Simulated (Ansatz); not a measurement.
# Ti2O (P-3m1) in Ansatz: settings compared

One crystal, Ti2O, is run at these levels: LDA, r2SCAN+D3(BJ)+ATM; tasks: single point, relaxation of cell and atoms.

Program: Ansatz 0.2.0. These are calculated values, not measurements. Logs are shortened: lines on timing, memory, paths and dates and some standing lists are left out, and cuts for length are marked.

### Step 1. Starting point

Symmetry: P-3m1, No. 164, trigonal system. The conventional cell has a = 2.919 Å, b = 2.919 Å, c = 4.713 Å, α = 90.00°, β = 90.00°, γ = 120.00°. Ti (site symmetry 3m) is surrounded by 3 O at 2.14 Å. O (site symmetry -3m) has 6 Ti at 2.14 Å as nearest neighbours.

### Step 2. Single point, LDA

run.py reads:

```python
import json

import ase.io
import numpy as np
from ase.calculators.calculator import CalculationFailed, Calculator
from ase.stress import full_3x3_to_voigt_6_stress
from ase.units import GPa

import ansatz as az

class AnsatzCalculator(Calculator):
    implemented_properties = ["energy", "free_energy", "forces", "stress", "magmom"]

    def calculate(self, atoms, properties, system_changes):
        super().calculate(atoms, properties, system_changes)
        structure = atoms.copy()
        structure.set_constraint()
        structure.set_momenta(None)
        structure.set_masses(None)
        outcome = (
            az.Crystal.from_ase(structure)
            .calculation()
            .basis(density_ratio=12, xc_grid=2)
            .kpoints(10, 10, 6)
            .functional("lda")
            .pseudopotentials(kind="paw")
            .scf(tolerance=2e-10)
            .occupations(method="methfessel_paxton", width=0.1)
            .forces()
            .stress()
            .run(threads=2)
        )
        if not outcome.report["converged"]:
            raise CalculationFailed("SCF not converged")
        report = outcome.report
        self.results = {
            "free_energy": report["lagrangian_ev"],
            "energy": report["lagrangian_ev"],
            "forces": np.array(report["forces_ev_ang"]),
            "stress": -GPa * full_3x3_to_voigt_6_stress(report["stress_gpa"]),
            "magmom": report["magnetization_mub"],
        }

np.set_printoptions(precision=5, suppress=True, linewidth=110)
atoms = ase.io.read("POSCAR", format="vasp")
atoms.calc = AnsatzCalculator()
print(f"free energy {atoms.get_potential_energy():.6f} eV")
print("forces (eV/A)", atoms.get_forces(), sep="\n")
print("stress (GPa, Voigt, tension positive)", atoms.get_stress() / GPa, sep="\n")
print(f"moment {atoms.get_magnetic_moment():.4f} muB")
```

POSCAR reads:

```
Ti2O
1.0
    2.9194000000      0.0000000000      0.0000000000
   -1.4597000000      2.5282745638      0.0000000000
    0.0000000000      0.0000000000      4.7130000000
Ti O
2 1
Direct
    0.3333333333      0.6666666667      0.7212600000
    0.6666666667      0.3333333333      0.2787400000
    0.0000000000      0.0000000000      0.0000000000
```

Potentials or basis: Ansatz PAW.

Started as:

```sh
$ python run.py
```

Log:

```text
DeckWarning: basis.ecutwfc = 420 eV, auto-derived from the records' recommended cutoffs: set by Ti (normal level)
PlacementWarning: RAYON_NUM_THREADS=2 ignored (pool sized by the plan → 2); use plan(threads=…)
free energy -5459.163615 eV
forces (eV/A)
[[ 0.      -0.       1.43511]
 [-0.       0.      -1.43511]
 [-0.      -0.       0.     ]]
stress (GPa, Voigt, tension positive)
[ 3.13894  3.13894 -0.91669 -0.       0.      -0.     ]
moment 0.0000 muB
```

engine_input.yaml:

```text
crystal:
  lattice:
    - [2.9194, 0.0, 0.0]
    - [-1.4597, 2.5282745638, 0.0]
    - [0.0, 0.0, 4.713]
  atoms:
    - { symbol: Ti, position: [0.3333333332999999, 0.6666666667, 0.72126] }
    - { symbol: Ti, position: [0.6666666667, 0.3333333333, 0.27874] }
    - { symbol: O, position: [0.0, 0.0, 0.0] }
basis:
  ecutrho_ratio: 12
  xc_grid: 2
kpoints:
  mp_grid:
    grid: [10, 10, 6]
hamiltonian:
  xc: lda
  pseudopotentials:
    kind: paw
scf:
  convergence:
    dr2_threshold: 2.0e-10
  occupations:
    method: methfessel_paxton
    width: 0.1
output:
  forces: true
  stress: true
```

Run time: 1.9 s. Hardware: 2 threads of Intel Xeon 6975P-C (Granite Rapids), shared host; peak memory 0.53 GiB.

Results:

* Free energy: -5459.1636 eV
* Pressure: -1.8 GPa
* Largest force: 1.435 eV/Å

Forces on the atoms (eV/Å):
```
Ti   0.000  0.000  1.435
Ti   0.000  0.000 -1.435
O    0.000  0.000  0.000
```

Stress tensor (GPa, compression positive):
```
-3.14  0.00  0.00
 0.00 -3.14  0.00
 0.00  0.00  0.92
```

Caveat: the pressure holds a Pulay correction of +0.5 GPa for the finite cutoff; forces of over 1 eV/Å show positions far from the minimum, so gaps and moduli don't describe the material at rest.

### Step 3. Relaxation of cell and atoms, r2SCAN+D3(BJ)+ATM

run.py reads:

```python
import json

import ase.io
import numpy as np

import ansatz as az

atoms = ase.io.read("POSCAR", format="vasp")

calculation = (
    az.Crystal.from_ase(atoms)
    .calculation()
    .kpoints(10, 10, 6)
    .functional("r2scan", dispersion="d3bjatm")
    .pseudopotentials(kind="paw")
    .occupations(method="methfessel_paxton", width=0.1)
    .relax(force_tolerance=0.01, max_steps=40, cell=True, stress_tolerance=0.05)
    .forces()
    .stress()
)
outcome = calculation.run(threads=2, events_out="events.jsonl")

report = outcome.report
for line in open("events.jsonl"):
    event = json.loads(line)
    if event["event"] == "scf_iter":
        d = event["data"]
        print(f"SCF {d['iter']:3d}  HF = {d['harris_foulkes_ev']:.6f} eV  dr2 = {d['dr2_ev']:.2e} eV")
    elif event["event"] in ("relax_step", "md_step"):
        d = event["data"]
        print(f"{event['event']} {d['step']:3d}  E = {d['lagrangian_ev']:.6f} eV")
np.set_printoptions(precision=5, suppress=True, linewidth=110)
print("converged:", report["converged"], "after", report["n_iterations"], "iterations")
print(f"free energy {report['free_energy_ev']:.6f} eV, Fermi level {report['fermi_energy_ev']:.4f} eV")
for key in ("band_edges_ev", "magnetization_mub", "site_moments_mub", "site_moments_nc_mub", "forces_ev_ang",
                "stress_gpa"):
    if report.get(key) is not None:
        print(key, np.array(report[key]), sep="\n")
```

POSCAR is that of step 2.

Potentials or basis: Ansatz PAW.

Started as:

```sh
$ python run.py
```

It took 12 s on 2 threads of Intel Xeon 6975P-C (Granite Rapids), shared host; peak memory 0.62 GiB.

The run converged. Its results:

```yaml
Free_energy: -5581.2462 eV
Relaxed_volume: 11.99 Å³/atom
Relaxed_cell: a = 2.941 Å, b = 2.941 Å, c = 4.802 Å, α = 90.00°, β = 90.00°, γ = 120.00°
Space_group_after_relaxing_to_0.05_Å: P-3m1 (No. 164)
Energy_gained_by_relaxing: 25.4 meV/atom
Ionic_steps: 6
Pressure_after_relaxing: 0.0 GPa
```

Step by step:
```csv
step,energy change (eV),largest force (eV/Å),volume (Å³)
1,0.0000,1.0261,34.79
2,-0.0455,0.4121,36.71
3,-0.0746,0.0116,36.12
4,-0.0753,0.0271,35.99
5,-0.0754,0.0007,35.98
6,-0.0762,0.0009,35.98
```

Final structure:
```yaml
crystal:
  lattice:
    - [2.94124, 0.00000, 0.00000]
    - [-1.47062, 2.54719, 0.00000]
    - [0.00000, 0.00000, 4.80194]
  atoms:
    - { symbol: Ti, position: [0.33333, 0.66667, 0.73095] }
    - { symbol: Ti, position: [0.66667, 0.33333, 0.26905] }
    - { symbol: O, position: [0.00000, 0.00000, 0.00000] }
```

Caveat: the PAW data sets were made with another functional, which shifts forces and pressure a little. Zero-point motion and thermal expansion aren't in these numbers.
